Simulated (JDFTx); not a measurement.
The system is Re.

```xyz
4
Lattice="2.7664 0.0000 0.0000 -1.3832 2.3958 0.0000 0.0000 0.0000 8.9388" Properties=species:S:1:pos:R:3 pbc="T T T"
Re    1.3832    0.7986    6.7041
Re    0.0000    0.0000    4.4694
Re    0.0000    1.5972    2.2347
Re    0.0000    0.0000    0.0000
```

Base run:

- Program: JDFTx 1.7.0 (patched build)
- Functional: PBE
- Potentials or basis: PseudoDojo-SR-PBE-0.5-standard with smoothed tails
- Cutoff: 980 eV
- Density cutoff: 7837 eV
- k mesh: 9 × 9 × 2
- Occupations: fermi-dirac, width 0.05 eV
- Spin: no spin polarisation
- Hubbard terms: Re d U = 8 eV

Its results: band gap on the k mesh none (metal or under the smearing width); pressure -23.5 GPa.

**Question.** After a change of settings the same cell gave: band gap on the k mesh none (metal or under the smearing width); pressure -3.5 GPa. Which change was it?
A. hubbard terms from Re d U = 8 eV to Re d U = 2 eV
B. hubbard terms from Re d U = 8 eV to Re d U = 4 eV
C. hubbard terms from Re d U = 8 eV to none; hubbard projectors from atomic pseudo-orbitals, not orthogonalised to none

**Answer.** A.

Caveats: U without spin polarisation on a metal has little footing; the U is typed as a test and isn't derived for this compound.
